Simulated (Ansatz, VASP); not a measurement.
# Two plane-wave programs on PbSe

```
Pb Se
1.0
     0.00000    3.03612    3.03612
     3.03612    0.00000    3.03612
     3.03612    3.03612    0.00000
Pb Se
1 1
Direct
  0.00000 0.00000 0.00000
  0.50000 0.50000 0.50000
```

Alike in both runs: task single point; functional PBE; dispersion D3(BJ); k mesh 10 × 10 × 10; occupations gaussian, width 0.01 eV; no spin polarisation.

|  | VASP | Ansatz |
| --- | --- | --- |
| version | VASP 6.6.1 | Ansatz 0.2.0 |
| potentials or method | VASP PAW PBE potentials, release 64 (Pb_d, Se) | scalar-relativistic, plane waves, PAW |
| plane-wave cutoff (eV) | 520 | 420 |
| valence electrons in the cell | 20 | 30 |

Ansatz gave:

| Item | Value |
| --- | --- |
| gap on the k mesh at the Fermi level (eV) | 0.20 |
| least direct gap on the mesh (eV) | 0.20 |
| pressure (GPa) | 1.7 |

**Question.** Estimate VASP's values.

**Answer.** gap on the k mesh at the Fermi level (eV): 0.21; least direct gap on the mesh (eV): 0.21; pressure (GPa): 1.7.

The two sets of potentials don't hold the same shells in valence.

Caveats: spin-orbit coupling is left out, which as a rule narrows the gap of such compounds by several tenths of an eV.
